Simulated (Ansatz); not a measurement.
# Stationary points along a deformation path in BN

The calculation used Ansatz, DFT LDA, scalar-relativistic, plane waves, PAW. The runs took a 420 eV cutoff, a Γ-centred 12×12×12 mesh and Gaussian smearing (0.05 eV). No spin polarisation. Energies are free energies at this smearing, counted from the undisturbed cell; pressure is positive in compression.

The undisturbed cell (as given, not relaxed at this level; it stands at -4.2 GPa; this form isn't the usual structure):

```
B N
1.0
     0.00000    3.49532    2.16609
     1.25163    0.00000    2.16609
     1.25163    3.49532    0.00000
B N
1 1
Direct
  0.00005 0.00005 0.99995
  0.66665 0.66665 0.33335
```

The cell holds layers and no dispersion correction was added, so their binding is poorly described.

At fixed volume and fractional coordinates, lengths along (0.000, 0.000, 1.000) are scaled against those across it; ρ is that ratio over its starting value. V = 9.476 Å³/atom. Δσ is the stress along the axis less the mean stress across it (compression positive).

```
    ρ  ΔE (meV/atom)  Δσ (GPa) space group
0.800          669.9    164.88         Fmm2
0.850          338.6    113.19         Fmm2
0.920           81.3     53.03         Fmm2
0.960           17.1     23.83         Fmm2
1.000            0.0     -2.30         Fmm2
1.050           32.7    -31.34         Fmm2
1.100          114.1    -57.06         Fmm2
1.200          386.5   -100.89         Fmm2
1.300          763.2   -137.30         Fmm2
```

Question: How does the stress give the slope of the energy, and where is the energy stationary?

Answer: Along the path d ln(length) is 2/3 d ln ρ on the axis and −1/3 d ln ρ across it, so dE/d ln ρ = −(2/3) V Δσ: the energy falls with ρ where Δσ is positive. Δσ vanishes or changes sign between ρ = 0.960 and 1.000, a minimum (near 1.00 by linear interpolation). Pairs of stationary points between two samples would go unseen, and could change a minimum read from distant neighbours into a maximum.

Question: Integrate that slope from ρ = 1 to 0.850 by the trapezoid rule.

Answer: With V/N in Å³ and 1 eV/Å³ = 160.2 GPa the slopes at ρ = 1.000, 0.960, 0.920, 0.850 are 91, -940, -2091, -4463 meV/atom per unit of ln ρ. The steps add 17.3 + 64.5 + 259.3 = 341.2 meV/atom, against 338.6 from the energies; the trapezoid rule misses the curvature of the slope within each step.

Forces appear on the atoms along this scan, and letting them relax would lower the energy and soften the response.